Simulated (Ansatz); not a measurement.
# MnO (P6_3mc) in Ansatz: a series of runs

Runs on MnO. Level: LDA. Tasks: single point, equation of state.

All numbers are computed with Ansatz 0.2.0; they aren't measurements. Logs are shortened: lines on timing, memory, paths and dates and some standing lists are left out, and cuts for length are marked.

**1. The crystal as given**

It takes space group P6_3mc (No. 186, hexagonal). Conventional cell: a = 3.372 Å, b = 3.372 Å, c = 5.386 Å, α = 90.00°, β = 90.00°, γ = 120.00°. Mn (site symmetry 3m) has 4 O at 1.96 to 2.08 Å as nearest neighbours. O (site symmetry 3m) is surrounded by 4 Mn at 1.96 to 2.08 Å.

Measurements of this composition are mostly on another form, of space group No. 225.

**2. Single point, LDA, collinear spin, ferromagnetic start, 12.46 Å³/atom (volume scaled by 0.94)**

input.yaml reads:

```yaml
crystal:
  lattice:
    - [3.3028704828, 0.0, 0.0]
    - [-1.6514352414, 2.8603697434, 0.0]
    - [0.0, 0.0, 5.2755609885]
  atoms:
    - { symbol: Mn, position: [0.6666666667, 0.3333333333, 0.51096], spin: 4.0 }
    - { symbol: Mn, position: [0.3333333333, 0.6666666667, 0.01096], spin: 4.0 }
    - { symbol: O, position: [0.6666666667, 0.3333333333, 0.87547] }
    - { symbol: O, position: [0.3333333333, 0.6666666667, 0.37547] }
kpoints:
  mp_grid: { grid: [9, 9, 5] }
scf:
  occupations: { method: fermi_dirac, width: 0.05 }
hamiltonian:
  xc: lda
  pseudopotentials: { kind: all_electron, lapw: { basis_error: 0.002 } }
magnetization:
  spin_polarized: true
output:
  forces: true
  stress: true
  eigenvalues: true
```

Potentials or basis: all-electron LAPW, scalar-relativistic.

On the command line:

```
$ ansatz run input.yaml --threads 4 --pin off --max-ram 12288MiB --backend cpu --events-out ev --progress --plain --runs-dir out
```

Log:

```text
Warning: RAYON_NUM_THREADS=4 ignored (pool sized by the plan → 4); use --threads N
LAPW: plane waves up to 10.349 Å⁻¹, error target 2.0e-3 eV per atom; small_component_spin mean_spin; O in spheres of 0.871 Å, 8 of its electrons in bands, Dirac shells []; Mn in spheres of 1.052 Å, 15 of its electrons in bands, Dirac shells [] (how accurate: hamiltonian.pseudopotentials.lapw.basis_error, Limitations)
Engine: ansatz 0.2.0, aarch64-unknown-linux-gnu
Pseudopotentials: kind: all_electron
Pseudopotential: Mn, LAPW, valence charge 15, lapw/all_electron/scalar/gaussian/Mn, Koelling and Harmon's equation, gaussian nucleus
Pseudopotential: O, LAPW, valence charge 8, lapw/all_electron/scalar/gaussian/O, Koelling and Harmon's equation, gaussian nucleus
Functional definition: SPW92
  exchange = slater_x
  correlation = pw_c
Crystal: 4 atoms, lattice volume = 49.840 Å³
Basis set: ecut = 408.027776079425 eV, 965 PW (Γ), exchange–correlation at level 2
Bands: 33, of which v1, the nominal top of the filled ones, is band 23 counted from 1 (22 counted from 0)
Symmetry: 12 space group operations
Space group: P63mc (ITA 186), of the structure as read, at distance tolerance 3.7e-5 Å
Magnetic group: BNS 186.203 (UNI 1433), of the structure as read, at distance tolerance 3.7e-5 Å
k-points: 36 of 405 (time reversal used)
Non-local potential: Mn, projectors of the file, none
Non-local potential: O, projectors of the file, none
Initial density: superposition of atomic densities (chi_scale 0.1, normalization cell, long waves kept (reshape's long-wave potential 0.00 eV rms))
Starting moments: Σ|m| = 8 μB on 2 of 4 sites
Initial wavefunctions: plane waves of lowest kinetic energy (no species holds an atomic orbital)
Functional: x = slater, c = lda
iter 1 solved again at ethr=1.46e-2 eV; its pass at ethr=1.00e-1 eV (dr2=6.72e0 eV) is discarded
SCF iter   1: F=—  HF=-67015.411377 eV  |F-HF|=—  |Δ(HF+E_count)|=         —  Δρ=6.44e-2 (↑6.44e-2 ↓6.18e-2)  dr2=6.73e0  dr2_m=5.92e-1  M=9.999 μB ∫|m|=9.999 μB  β_m=0.30  ethr=1.46e-2  ⟨swp⟩=2.0  Hψ=16024  notcnv=0
Mixer restart at iter 1: flushing history
[... 16 lines left out ...]
SCF iter  13: F=-67012.333366 eV  HF=-67012.333366 eV  |F-HF|=1.82e-9  |Δ(HF+E_count)|=  7.28e-10  Δρ=9.47e-7 (↑9.47e-7 ↓8.02e-7)  dr2=1.98e-9  dr2_m=3.00e-11  M=9.468 μB ∫|m|=9.469 μB  ethr=8.77e-11  ⟨swp⟩=2.0  Hψ=6607  notcnv=0
SCF 1 converged in 13 iterations: F = -67012.333366 eV  dr2 = 1.98e-9
WARN: an SCF from antiferromagnetic starting moments (-4.00, 4.00, 0.00, 0.00 Bohr magnetons, atom by atom) was not made, by what the run has read of turns of its moments that order reads lower: the deck asks for what bars it, or types moments that do (magnetization.spin_polarized, in the input reference, names some of the keys), or the run goes by scf.lower_state_search: light, the default, which as a rule tries one only behind a close that has lost an order of both signs, or on which an open d or half-filled 4f shell of a PAW file has lost a moment that was set nearer to Hund's than to what is left; or, under a Hubbard U, one that names an f shell that the input leaves bare beside given moments, or a larger moment for a shell of low spin that is given one. standard, with a start from the atoms, tries one behind each close (in a relaxation, ahead of its steps or at their end). To set out from that order, type those moments (crystal.atoms[].spin; where shells were raised to Hund's moment, beside crystal.symmetry.detect: false) under scf.lower_state_search: light. The bands of the close that named these starting moments, or of the one ahead of a search that led to it (under cold or Methfessel-Paxton smearing those of the Gaussian ahead of it) read a cost of -1056.19 meV for the turn to them, carried on from a small turn (-1056.19 by the pairs of d shells alone)
SCF converged after 13 iterations
Magnetization: 9.4683 μB (27.7342 up, 18.2658 down)
Absolute magnetization: 9.4685 μB (∫|ρ↑−ρ↓|)
Spin contamination: 0.0213 ħ² per cell (⟨S²⟩ above its minimum at these occupations)
Per-site moments (μB) at R_I (Å): [(3.968742986455828, 1.0517144336657922), (3.968742986455828, 1.0517144336657922), (0.22024725234014664, 0.8712802735974883), (0.22024725234014664, 0.8712802735974883)]
Free energy (F): -67012.333366 eV
Harris-Foulkes:  -67012.333366 eV  (|F-HF|=1.82e-9)
Internal energy: -67012.309209 eV  (E = F + TS)
E sigma→0 (E₀):  -67012.321287 eV
Entropy (-TS):   -0.024158 eV (-6.039 meV/atom)
Fermi energy:    11.343620 eV
--- Per-component energies (eV) ---
  E_band       = -2549.031099
  E_kinetic    = 67768.213983
  E_xc         = -3173.251528
  E_electrostatic = -131607.271663  (all electrons and nuclei)
  E_smearing   = -0.024158  (= −TS)
  E_closure    = 0.000000  (closes the sum)
  E_atoms      = -66976.168988  (free atoms, spherical and without spin; not in F)
  Σ components = -67012.333366   (vs F -67012.333366, Δ=0.00e0)
  Basis errors (estimates in eV, not in F): energy 8.9e-4 per atom: plane waves 8.4e-4 (5.2e-4 summed), levels above the bands 2.0e-73, relativity 1.5e-8, radial functions 4.4e-5, core shells 2.4e-6; eigenvalues (radial functions only) 7.3e-6; not estimated: angular momenta, meshes, grids; target (lapw.basis_error) 2.0e-3; muffin-tin radii O 0.871 Å, Mn 1.052 Å
--- Forces (eV/Å), atoms counted from 1 ---
  atom   1  Mn     0.00000000     0.00000000    -0.67115541
  atom   2  Mn    -0.00000000    -0.00000000    -0.67115541
  atom   3  O     -0.00000000    -0.00000000     0.67115763
  atom   4  O      0.00000000     0.00000000     0.67115763
  max |Σ_I F_I| component: 4.44e-6 eV/Å
--- Stress (GPa, compression-positive) ---
       -2.525665       0.000000       0.000000
        0.000000      -2.525665       0.000000
        0.000000       0.000000       6.336296
  P = ⅓ Tr σ = 0.4283 GPa (4.283 kbar)
--- Band table (eV; the first three rows and the last of 72) ---
  k-point 0 ↑: bands = ["-492.0695", "-492.0695", "-69.4824", "-69.4778", "-38.6448", "-38.6000", "-38.6000", "-38.5922", "-38.5917", "-38.5917", "-8.8698", "-8.2528", "3.8097", "4.5957", "4.7892", "4.7892", "5.1613", "5.1613", "8.3814", "8.3814", "8.9143", "9.0040", "9.0040", "10.0781", "10.5859", "10.5859", "11.7297", "11.7297", "11.7608", "15.3768", "17.3091", "23.3476", "23.3476"]
  k-point 1 ↑: bands = ["-492.0695", "-492.0695", "-69.4820", "-69.4782", "-38.6398", "-38.5992", "-38.5992", "-38.5973", "-38.5925", "-38.5925", "-8.8099", "-8.3103", "3.7824", "4.4084", "4.8120", "4.8120", "5.1108", "5.1108", "8.4597", "8.4597", "8.9782", "8.9782", "9.2239", "10.3154", "10.6748", "10.6748", "11.6128", "11.6128", "11.8159", "14.6474", "18.0367", "22.7686", "23.3094"]
  k-point 2 ↑: bands = ["-492.0695", "-492.0695", "-69.4808", "-69.4794", "-38.6267", "-38.6105", "-38.5971", "-38.5971", "-38.5945", "-38.5945", "-8.6537", "-8.4625", "3.8189", "4.0530", "4.8831", "4.8831", "4.9958", "4.9958", "8.6535", "8.6535", "8.8599", "8.8599", "9.8981", "10.4150", "10.9426", "10.9426", "11.3081", "11.3081", "12.3297", "13.4297", "19.3483", "20.9585", "23.3345"]
  k-point 35 ↓: bands = ["-491.8499", "-491.8499", "-65.0880", "-65.0880", "-34.3813", "-34.3813", "-34.3509", "-34.3453", "-34.3401", "-34.3401", "-7.6489", "-7.6489", "5.0093", "5.0093", "5.3270", "5.3727", "6.4301", "6.4301", "11.4731", "11.6778", "12.4527", "12.4527", "13.0674", "13.0960", "13.3890", "13.3890", "13.8306", "13.8306", "18.7272", "18.8650", "19.2305", "19.2305", "20.9885"]
```

It took 33 s on 4 threads of Arm Neoverse V1, shared host; peak memory 0.55 GiB.

What came out:

```
Free energy            : -67012.3334 eV
Pressure               : 0.4 GPa
Largest force          : 0.671 eV/Å
Band gap on the k mesh : none (metal or under the smearing width)
Net moment             : 9.47 μB per cell
Absolute moment        : 9.47 μB per cell
Site moments           : Mn +3.97; O +0.22 μB
```

Caveat: the magnetic or orbital state may not be the lowest; semilocal functionals often make such compounds metallic where correlation or magnetic order opens a gap, which also shifts bond lengths; only a ferromagnetic start was run, and an antiferromagnetic order may lie lower in energy.

**3. Single point, LDA, collinear spin, ferromagnetic start, 12.73 Å³/atom (volume scaled by 0.96)**

input.yaml, as its differences from that of step 2:

```diff
@@ -2,5 +2,5 @@
   lattice:
-    - [3.3028704828, 0.0, 0.0]
-    - [-1.6514352414, 2.8603697434, 0.0]
-    - [0.0, 0.0, 5.2755609885]
+    - [3.3261309004, 0.0, 0.0]
+    - [-1.6630654502, 2.880513856, 0.0]
+    - [0.0, 0.0, 5.3127140505]
   atoms:
```

Potentials or basis: all-electron LAPW, scalar-relativistic.

On the command line:

```
$ ansatz run input.yaml --threads 4 --pin off --max-ram 12288MiB --backend cpu --events-out ev --progress --plain --runs-dir out
```

Wall time 33 s (4 threads of Arm Neoverse V1, shared host); peak memory 0.55 GiB.

Results (log left out):

| Quantity | Value |
| --- | --- |
| Free energy | -67012.3311 eV |
| Pressure | -1.1 GPa |
| Largest force | 0.640 eV/Å |
| Band gap on the k mesh | none (metal or under the smearing width) |
| Net moment | 9.66 μB per cell |
| Absolute moment | 9.66 μB per cell |
| Site moments | Mn +4.05; O +0.23 μB |

Caveat: the magnetic or orbital state may not be the lowest; semilocal functionals often make such compounds metallic where correlation or magnetic order opens a gap, which also shifts bond lengths; only a ferromagnetic start was run, and an antiferromagnetic order may lie lower in energy.

**4. Single point, LDA, collinear spin, ferromagnetic start, 12.99 Å³/atom (volume scaled by 0.98)**

input.yaml, as its differences from that of step 3:

```diff
@@ -2,5 +2,5 @@
   lattice:
-    - [3.3261309004, 0.0, 0.0]
-    - [-1.6630654502, 2.880513856, 0.0]
-    - [0.0, 0.0, 5.3127140505]
+    - [3.3490704591, 0.0, 0.0]
+    - [-1.6745352295, 2.9003800966, 0.0]
+    - [0.0, 0.0, 5.3493546156]
   atoms:
```

On the command line:

```
$ ansatz run input.yaml --threads 4 --pin off --max-ram 12288MiB --backend cpu --events-out ev --progress --plain --runs-dir out
```

It took 33 s on 4 threads of Arm Neoverse V1, shared host; peak memory 0.55 GiB.

It converged, with:

```yaml
Free_energy: -67012.3178 eV
Pressure: -2.9 GPa
Largest_force: 0.597 eV/Å
Band_gap_on_the_k_mesh: none (metal or under the smearing width)
Net_moment: 9.79 μB per cell
Absolute_moment: 9.79 μB per cell
Site_moments: Mn +4.11; O +0.23 μB
```

Caveat: the magnetic or orbital state may not be the lowest; semilocal functionals often make such compounds metallic where correlation or magnetic order opens a gap, which also shifts bond lengths; only a ferromagnetic start was run, and an antiferromagnetic order may lie lower in energy.

**5. Single point, LDA, collinear spin, ferromagnetic start, 13.26 Å³/atom**

input.yaml, as its differences from that of step 4:

```diff
@@ -2,5 +2,5 @@
   lattice:
-    - [3.3490704591, 0.0, 0.0]
-    - [-1.6745352295, 2.9003800966, 0.0]
-    - [0.0, 0.0, 5.3493546156]
+    - [3.3717, 0.0, 0.0]
+    - [-1.68585, 2.9199778539, 0.0]
+    - [0.0, 0.0, 5.3855]
   atoms:
```

On the command line:

```
$ ansatz run input.yaml --threads 4 --pin off --max-ram 12288MiB --backend cpu --events-out ev --progress --plain --runs-dir out
```

It took 32 s on 4 threads of Arm Neoverse V1, shared host; peak memory 0.55 GiB.

Results (log left out):

```
Free energy            : -67012.2924 eV
Pressure               : -4.8 GPa
Largest force          : 0.550 eV/Å
Band gap on the k mesh : none (metal or under the smearing width)
Net moment             : 9.89 μB per cell
Absolute moment        : 9.89 μB per cell
Site moments           : Mn +4.16; O +0.24 μB
```

Caveat: the magnetic or orbital state may not be the lowest; semilocal functionals often make such compounds metallic where correlation or magnetic order opens a gap, which also shifts bond lengths; only a ferromagnetic start was run, and an antiferromagnetic order may lie lower in energy.

**6. Single point, LDA, collinear spin, ferromagnetic start, 13.52 Å³/atom (volume scaled by 1.02)**

input.yaml, as its differences from that of step 5:

```diff
@@ -2,5 +2,5 @@
   lattice:
-    - [3.3717, 0.0, 0.0]
-    - [-1.68585, 2.9199778539, 0.0]
-    - [0.0, 0.0, 5.3855]
+    - [3.3940297898, 0.0, 0.0]
+    - [-1.6970148949, 2.9393160191, 0.0]
+    - [0.0, 0.0, 5.4211666023]
   atoms:
```

Potentials or basis: all-electron LAPW, scalar-relativistic.

On the command line:

```
$ ansatz run input.yaml --threads 4 --pin off --max-ram 12288MiB --backend cpu --events-out ev --progress --plain --runs-dir out
```

Wall time 31 s (4 threads of Arm Neoverse V1, shared host); peak memory 0.55 GiB.

It converged, with:

- Free energy: -67012.2547 eV
- Pressure: -6.6 GPa
- Largest force: 0.503 eV/Å
- Band gap on the k mesh: none (metal or under the smearing width)
- Net moment: 9.94 μB per cell
- Absolute moment: 9.94 μB per cell
- Site moments: Mn +4.19; O +0.24 μB

Caveat: the magnetic or orbital state may not be the lowest; semilocal functionals often make such compounds metallic where correlation or magnetic order opens a gap, which also shifts bond lengths; only a ferromagnetic start was run, and an antiferromagnetic order may lie lower in energy.

**7. Single point, LDA, collinear spin, ferromagnetic start, 13.79 Å³/atom (volume scaled by 1.04)**

input.yaml, as its differences from that of step 6:

```diff
@@ -2,5 +2,5 @@
   lattice:
-    - [3.3940297898, 0.0, 0.0]
-    - [-1.6970148949, 2.9393160191, 0.0]
-    - [0.0, 0.0, 5.4211666023]
+    - [3.4160695619, 0.0, 0.0]
+    - [-1.7080347809, 2.9584030216, 0.0]
+    - [0.0, 0.0, 5.4563699693]
   atoms:
```

On the command line:

```
$ ansatz run input.yaml --threads 4 --pin off --max-ram 12288MiB --backend cpu --events-out ev --progress --plain --runs-dir out
```

It took 31 s on 4 threads of Arm Neoverse V1, shared host; peak memory 0.55 GiB.

Results (log left out):

```yaml
Free_energy: -67012.2044 eV
Pressure: -8.5 GPa
Largest_force: 0.459 eV/Å
Band_gap_on_the_k_mesh: none (metal or under the smearing width)
Net_moment: 9.97 μB per cell
Absolute_moment: 9.97 μB per cell
Site_moments: Mn +4.22; O +0.23 μB
```

Caveat: the magnetic or orbital state may not be the lowest; semilocal functionals often make such compounds metallic where correlation or magnetic order opens a gap, which also shifts bond lengths; only a ferromagnetic start was run, and an antiferromagnetic order may lie lower in energy.

**8. Single point, LDA, collinear spin, ferromagnetic start, 14.05 Å³/atom (volume scaled by 1.06)**

input.yaml, as its differences from that of step 7:

```diff
@@ -2,5 +2,5 @@
   lattice:
-    - [3.4160695619, 0.0, 0.0]
-    - [-1.7080347809, 2.9584030216, 0.0]
-    - [0.0, 0.0, 5.4563699693]
+    - [3.4378285534, 0.0, 0.0]
+    - [-1.7189142767, 2.977246861, 0.0]
+    - [0.0, 0.0, 5.4911248552]
   atoms:
```

On the command line:

```
$ ansatz run input.yaml --threads 4 --pin off --max-ram 12288MiB --backend cpu --events-out ev --progress --plain --runs-dir out
```

It took 31 s on 4 threads of Arm Neoverse V1, shared host; peak memory 0.55 GiB.

The run converged. Its results:

```yaml
Free_energy: -67012.1421 eV
Pressure: -10.3 GPa
Largest_force: 0.417 eV/Å
Band_gap_on_the_k_mesh: none (metal or under the smearing width)
Net_moment: 9.99 μB per cell
Absolute_moment: 9.99 μB per cell
Site_moments: Mn +4.24; O +0.23 μB
```

Caveat: the magnetic or orbital state may not be the lowest; semilocal functionals often make such compounds metallic where correlation or magnetic order opens a gap, which also shifts bond lengths; only a ferromagnetic start was run, and an antiferromagnetic order may lie lower in energy.

**9. Equation of state, LDA, collinear spin, ferromagnetic start**

Potentials or basis: all-electron LAPW, scalar-relativistic.

No new run: the results of the series are fitted here.

What came out:

* Equilibrium volume: 12.54 Å³/atom (rough: see the caveat)
* Bulk modulus at fixed shape and positions: 78 GPa (rough)

Energy against volume, from the lowest point:
| volume (Å³/atom) | energy (meV/atom) |
| --- | --- |
| 12.460 | 0.00 |
| 12.725 | 0.56 |
| 12.990 | 3.90 |
| 13.255 | 10.23 |
| 13.521 | 19.67 |
| 13.786 | 32.23 |
| 14.051 | 47.80 |

Caveat: the fit is doubtful: noisy points or a state that changes with volume; the magnetic or orbital state may not be the lowest; the cell was scaled at fixed shape and fractional positions, which overstates the stiffness of a crystal with free parameters, most of all of layers and chains.
